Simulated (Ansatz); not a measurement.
# 3-layer 2H-WS2 (2H stacking) in a perpendicular field, part 3 of 3

Wanted: the out-of-plane response of the 3-layer 2H-WS2 (2H stacking). A positive field points along +c.

Ansatz 0.2.0; plane-wave DFT, PBE-D3(BJ), Ansatz PAW.

So far. Step 9 (Atoms held, field -0.2 V/Å): The dipole is -0.147 e·Å, and the gap 1.051 eV.

## 10. Atoms held, field 0.3 V/Å

Input file input.yaml:

```yaml
crystal:
  lattice:
    - [3.1559231582, 0.0, 0.0]
    - [-1.5779615791, 2.7331096274, 0.0]
    - [0.0, 0.0, 33.3123043655]
  atoms:
    - { symbol: S, position: [0.3333333333, 0.6666666667, 0.2701704422] }
    - { symbol: W, position: [0.0, 0.0, 0.3175037608] }
    - { symbol: S, position: [0.3333333333, 0.6666666667, 0.364780256] }
    - { symbol: S, position: [0.0, 0.0, 0.4527417783] }
    - { symbol: W, position: [0.3333333333, 0.6666666667, 0.5] }
    - { symbol: S, position: [0.0, 0.0, 0.5472582217] }
    - { symbol: S, position: [0.3333333333, 0.6666666667, 0.635219744] }
    - { symbol: W, position: [0.0, 0.0, 0.6824962392] }
    - { symbol: S, position: [0.3333333333, 0.6666666667, 0.7298295578] }
kpoints:
  mp_grid: { grid: [18, 18, 1] }
  band_path:
    path: [[0, 0, 0], [0.5, 0, 0], [0.33333333, 0.33333333, 0], [0, 0, 0]]
    npoints: 16
hamiltonian:
  xc: pbe
  dispersion: d3bj
scf:
  occupations: { method: fermi_dirac, width: 0.02585 }
  convergence: { dr2_threshold: 1.0e-10 }
efield:
  axis: 3
  dipole_correction: true
  ramp_position: 0.9603
  ramp_width: 0.0794
  amplitude: 0.3
output:
  write_potential: true
  write_density: true
  volumetric_format: npy
```

Launch:

```console
$ ansatz run input.yaml --threads 4 --pin off --max-ram 8192MiB --backend cpu --events-out ev --progress --plain --runs-dir out
```

Numbers of over 12 decimals in the logs are rounded to 6 here.

Output:

```text
[...]
Crystal: 9 atoms, lattice volume = 287.335 Å³
Basis set: ecut = 420 eV, 5559 PW (Γ)
Bands: 48, of which v1, the nominal top of the filled ones, is band 39 counted from 1 (38 counted from 0)
Symmetry: 6 space group operations
k-points: 37 of 324 (time reversal used)
[...]
k-point 0: bands = [... 35 lower, 2.3472, 3.1857, 3.8151, 4.2606, 6.2962, 6.2962, 6.4089, 6.4089, ... 5 higher]
  k-point 1: bands = [... 35 lower, 2.5524, 3.1880, 3.7663, 4.1764, 6.2397, 6.3086, 6.3606, 6.3943, ... 5 higher]
  k-point 2: bands = [... 35 lower, 2.6654, 3.1538, 3.5942, 3.9294, 6.0046, 6.1821, 6.2330, 6.3861, ... 5 higher]
  k-point 36: bands = [... 35 lower, 1.5074, 3.3359, 3.6078, 3.9153, 5.2930, 5.5574, 5.8474, 6.3375, ... 5 higher]
[key lines of the parts left out:]
SCF converged after 15 iterations
Free energy (F): -36577.696947 eV
Fermi energy:    4.717728 eV
Dipole field:    D = 0.139013 V/Å  (p = 0.220740 e·Å, saw-weighted, corrected)
```

It took 53 s on 4 threads of Intel Xeon at 2.50GHz (Skylake/Cascade Lake), shared host; peak memory 0.94 GiB.

The dipole is 0.221 e·Å, and the gap 0.960 eV.

## 11. Single point, field -0.3 V/Å

Changes to input.yaml since step 10:

```diff
@@ -31,3 +31,3 @@
   ramp_width: 0.0794
-  amplitude: 0.3
+  amplitude: -0.3
 output:
```

Output:

```text
[...]
Crystal: 9 atoms, lattice volume = 287.335 Å³
Basis set: ecut = 420 eV, 5559 PW (Γ)
Bands: 48, of which v1, the nominal top of the filled ones, is band 39 counted from 1 (38 counted from 0)
Symmetry: 6 space group operations
k-points: 37 of 324 (time reversal used)
[...]
k-point 0: bands = [... 35 lower, 2.3472, 3.1857, 3.8151, 4.2606, 6.2962, 6.2962, 6.4089, 6.4089, ... 5 higher]
  k-point 1: bands = [... 35 lower, 2.5524, 3.1880, 3.7663, 4.1764, 6.2397, 6.3086, 6.3606, 6.3943, ... 5 higher]
  k-point 2: bands = [... 35 lower, 2.6654, 3.1538, 3.5942, 3.9294, 6.0046, 6.1821, 6.2330, 6.3861, ... 5 higher]
  k-point 36: bands = [... 35 lower, 1.5074, 3.3359, 3.6078, 3.9153, 5.2930, 5.5574, 5.8474, 6.3375, ... 5 higher]
[key lines of the parts left out:]
SCF converged after 15 iterations
Free energy (F): -36577.696947 eV
Fermi energy:    4.717728 eV
Dipole field:    D = -0.139013 V/Å  (p = -0.220740 e·Å, saw-weighted, corrected)
```

The job ended after 55 s (4 threads; peak memory 0.93 GiB; 3.1 min of CPU time).

The dipole is -0.221 e·Å, and the gap 0.960 eV.

## 12. Single point, field 0.4 V/Å

Changes to input.yaml since step 11:

```diff
@@ -29,5 +29,5 @@
   dipole_correction: true
-  ramp_position: 0.9603
-  ramp_width: 0.0794
-  amplitude: -0.3
+  ramp_position: 0.9325
+  ramp_width: 0.1351
+  amplitude: 0.4
 output:
```

Output:

```text
[...]
Crystal: 9 atoms, lattice volume = 287.335 Å³
Basis set: ecut = 420 eV, 5559 PW (Γ)
Bands: 48, of which v1, the nominal top of the filled ones, is band 39 counted from 1 (38 counted from 0)
Symmetry: 6 space group operations
k-points: 37 of 324 (time reversal used)
[...]
k-point 0: bands = [... 35 lower, 2.4367, 3.1586, 3.8099, 4.3063, 6.2017, 6.2017, 6.3198, 6.3198, ... 5 higher]
  k-point 1: bands = [... 35 lower, 2.5967, 3.1645, 3.7598, 4.2258, 6.1407, 6.2177, 6.2693, 6.3018, ... 5 higher]
  k-point 2: bands = [... 35 lower, 2.6933, 3.1284, 3.5871, 3.9905, 5.9062, 6.0974, 6.1430, 6.3866, ... 5 higher]
  k-point 36: bands = [... 35 lower, 1.5932, 3.2452, 3.6047, 4.0019, 5.1990, 5.5551, 5.9369, 6.2841, ... 5 higher]
[key lines of the parts left out:]
SCF converged after 15 iterations
Free energy (F): -36577.722704 eV
Fermi energy:    4.706664 eV
Dipole field:    D = 0.185407 V/Å  (p = 0.294411 e·Å, saw-weighted, corrected)
```

The job ended after 51 s (4 threads; peak memory 0.94 GiB).

The dipole is 0.294 e·Å, and the gap 0.846 eV.

## 13. Single point, field -0.4 V/Å

Changes to input.yaml since step 12:

```diff
@@ -31,3 +31,3 @@
   ramp_width: 0.1351
-  amplitude: 0.4
+  amplitude: -0.4
 output:
```

Output:

```text
[...]
Crystal: 9 atoms, lattice volume = 287.335 Å³
Basis set: ecut = 420 eV, 5559 PW (Γ)
Bands: 48, of which v1, the nominal top of the filled ones, is band 39 counted from 1 (38 counted from 0)
Symmetry: 6 space group operations
k-points: 37 of 324 (time reversal used)
[...]
k-point 0: bands = [... 35 lower, 2.4375, 3.1593, 3.8106, 4.3070, 6.2024, 6.2024, 6.3205, 6.3205, ... 5 higher]
  k-point 1: bands = [... 35 lower, 2.5974, 3.1652, 3.7605, 4.2265, 6.1414, 6.2184, 6.2700, 6.3025, ... 5 higher]
  k-point 2: bands = [... 35 lower, 2.6940, 3.1291, 3.5878, 3.9913, 5.9069, 6.0981, 6.1437, 6.3874, ... 5 higher]
  k-point 36: bands = [... 35 lower, 1.5939, 3.2459, 3.6055, 4.0026, 5.1997, 5.5558, 5.9376, 6.2848, ... 5 higher]
[key lines of the parts left out:]
SCF converged after 16 iterations
Free energy (F): -36577.722704 eV
Fermi energy:    4.707385 eV
Dipole field:    D = -0.185406 V/Å  (p = -0.294409 e·Å, saw-weighted, corrected)
```

It took 54 s on 4 threads; peak memory 0.94 GiB.

The dipole is -0.294 e·Å, and the gap 0.846 eV.

## 14. Response, atoms held

This step: plane-wave DFT, PBE-D3(BJ), Ansatz PAW; response to a field along the normal, atoms held (Ansatz 0.2.0).

The dipoles give the slope, and the difference of two potentials shows where the field is screened.

Numbers from this step:

```
equivalent conductor thickness p/(ε₀AE) : 15.43 Å
distance between the outer atoms        : 15.31 Å
```

The dipole of the cell by applied field:

```tsv
applied field (V/Å)	dipole of the cell (e·Å)
-0.400	-0.294
-0.300	-0.221
-0.200	-0.147
-0.100	-0.0736
-0.050	-0.0368
0.000	-7.3e-7
0.050	0.0368
0.100	0.0736
0.200	0.147
0.300	0.221
0.400	0.294
```

Local field over the applied field, running mean. From the potentials at -0.05 and 0.05 V/Å; running mean over 2.8 Å. Local field over applied field against z:

z (Å), local field over applied field and a bar:
```
      4.5      0.999 ##############################
      5.0      0.996 ##############################
      5.5      0.988 ##############################
      6.0      0.965 #############################
      6.5      0.910 ###########################
      7.0      0.802 ########################
      7.5      0.656 ###################
      8.0      0.494 ##############
      8.5      0.332 #########
      9.0      0.196 #####
      9.5      0.104 ##
     10.0      0.060 #
     10.5      0.042 
     11.0      0.050 
     11.5      0.077 #
     12.0      0.130 ###
     12.5      0.200 #####
     13.0      0.255 #######
     13.5      0.277 #######
     14.0      0.269 #######
     14.5      0.229 ######
     15.0      0.162 ####
     15.5      0.097 ##
     16.0      0.058 #
     16.5      0.040 
     17.0      0.045 
     17.5      0.070 #
     18.0      0.120 ##
     18.5      0.189 #####
     19.0      0.248 #######
     19.5      0.276 #######
     20.0      0.273 #######
     20.5      0.238 ######
     21.0      0.174 ####
     21.5      0.107 ##
     22.0      0.065 #
     22.5      0.044 
     23.0      0.046 
     23.5      0.072 #
     24.0      0.132 ###
     24.5      0.243 ######
     25.0      0.391 ###########
     25.5      0.556 ################
     26.0      0.713 #####################
     26.5      0.849 #########################
     27.0      0.936 ############################
     27.5      0.976 #############################
     28.0      0.992 ##############################
     28.5      0.997 ##############################
     29.0      0.999 ##############################
```

The induced electron density oscillates, so the rows of the table below give means over windows of 3.11 Å about each position, cut where the curve ends. Its maxima inside the range that stand out by 2 % of the span (Å: e/Å³ per V/Å): 8.0: 0.00364, 9.2: 0.00108, 11.3: 4.3e-4, 14.2: 0.00225, 17.3: 4.2e-4, 20.3: 0.00225, 23.4: 5.7e-4, 24.4: -8.9e-4. Its minima: 8.9: 8.9e-4, 9.9: -5.7e-4, 13.0: -0.00225, 16.0: -4.2e-4, 19.1: -0.00225, 22.1: -4.3e-4, 24.1: -0.00108, 25.3: -0.00364.

Electrons, planar mean, per unit field. Table of induced electron density by z; means over each step:

z (Å), induced electron density (e/Å³ per V/Å) and a bar from the least value:
```
     5.70    0.00026 #################
     8.81    0.00140 ##############################
    11.92   -0.00068 #######
    15.03    0.00069 ######################
    18.14   -0.00071 #######
    21.25    0.00069 ######################
    24.36   -0.00131 
    27.47   -0.00034 ###########
```

The smaller of the gaps on the path and on the k-mesh, counted as 0 under 0.03 eV. The gap by applied field:

```tsv
applied field (V/Å)	gap (eV)
-0.400	0.846
-0.300	0.960
-0.200	1.05
-0.100	1.11
-0.050	1.13
0.000	1.13
0.050	1.13
0.100	1.11
0.200	1.05
0.300	0.960
0.400	0.846
```

By hand: between -0.05 and 0.05 V/Å the dipole changes by 0.07356 e·Å, a slope of 0.7356 e·Å²/V. A perfect conductor of thickness t has p = ε₀AEt, so t = 180.95 × 0.7356 / 8.625 = 15.43 Å (e/ε₀ = 180.95 V·Å, A in Å²).

The induced dipole is that of a conductor 15.43 Å thick.

## 15. What came out

| Quantity | Value |
| --- | --- |
| gap without field | 1.13 eV |
| ionisation energy, upper face | 5.14 eV |
| electron affinity, upper face | 4.00 eV |
| equivalent conductor thickness, atoms held | 15.4 Å |

The induced dipole equals that of a perfect conductor 15.43 Å thick, while the outer atoms lie 15.31 Å apart; an out-of-plane ε follows only once a thickness t is chosen, by 1 − 1/ε = 15.43 Å / t. The gap goes from 1.13 eV to 0.85 eV at -0.4 V/Å. With the field reversed the gap is 0.85 eV at 0.4 V/Å. Semilocal functionals give gaps that are too small, and excitons are not included. Spin-orbit coupling is left out, which matters for the bands of elements this heavy.

[Logs are printed without paths, hosts, clocks, repeated set-up lines and the standing remarks that a program may print on its own settings, such as how far it seeks lower states.]

[Hosts, paths, dates, database ids (printed as entryN), source tags and the programs' standing remarks are cut or masked in the printed files.]

[Maps of the electrostatic potential energy from Ansatz leave out the sawtooth potential of an applied field or a dipole correction, so their vacuum need not be flat; planar profiles and work functions include it.]
